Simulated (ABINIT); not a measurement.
Crystal: MoS2.

```xyz
3
Lattice="1.5800 0.9122 6.1500 -1.5800 0.9122 6.1500 0.0000 -1.8244 6.1500" Properties=species:S:1:pos:R:3 pbc="T T T"
Mo    0.0000    0.0000    0.0000
S     0.0000    0.0000    7.6936
S     0.0000    0.0000    4.6125
```

Measurements of this composition are mostly on another form, of space group No. 194.

Base run:

- Program: ABINIT 10.8.3 (patched build)
- Functional: PBE
- Potentials or basis: JTH PAW PBE v2.0
- Cutoff: 544 eV
- k mesh: 10 × 10 × 10
- Occupations: fermi-dirac, width 0.05 eV
- Spin: no spin polarisation

Its results: band gap on the k mesh 0.96 eV, indirect (least direct gap 1.96 eV); pressure 5.4 GPa; largest force 0.526 eV/Å.

**Question.** The run is repeated on the same cell with these changes: functional from PBE to PBEsol. What comes out?

**Answer.** Band gap on the k mesh 0.91 eV, indirect (least direct gap 1.96 eV); pressure 0.6 GPa; largest force 0.289 eV/Å.

PBEsol binds more tightly than PBE, so the same cell stands under less pressure.

Caveats: the PAW data sets were made with another functional, which shifts forces and pressure a little (some runs).

A k mesh can miss the band edges.

Not every run made on this cell is shown here.
